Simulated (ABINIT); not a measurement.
The system is As.

```
As
1.0
     1.88080    1.08588    3.51406
    -1.88080    1.08588    3.51406
     0.00000   -2.17176    3.51406
As
2
Direct
  0.22600 0.22600 0.22600
  0.77400 0.77400 0.77400
```

* Program: ABINIT 10.8.3 (patched build)
* Task: single point
* Functional: PBE
* Potentials or basis: JTH PAW PBE v2.0
* Cutoff: 408 eV
* k mesh: 9 × 9 × 9
* Occupations: fermi-dirac, width 0.05 eV
* Spin: no spin polarisation

On this cell: pressure 3.8 GPa; largest force 0.448 eV/Å; band gap on the k mesh none (metal or under the smearing width).

The same run follows on a disturbed copy (atoms moved at random, drawn with an rms of 0.05 Å):

```
As
1.0
     1.88080    1.08588    3.51406
    -1.88080    1.08588    3.51406
     0.00000   -2.17176    3.51406
As
2
Direct
  0.21182 0.22474 0.23282
  0.77552 0.77550 0.76813
```

Task: What does the disturbed cell give?

Result: The energy (extrapolated to zero smearing) moves by +9.9 meV/atom; pressure 4.4 GPa; largest force 0.739 eV/Å; band gap on the k mesh none (metal or under the smearing width).

Forces on the atoms (eV/Å):
```
As   0.130  0.291  0.667
As  -0.130 -0.291 -0.667
```

Stress tensor (GPa, compression positive):
```
 3.97 -0.24  0.62
-0.24  5.15  1.35
 0.62  1.35  4.00
```
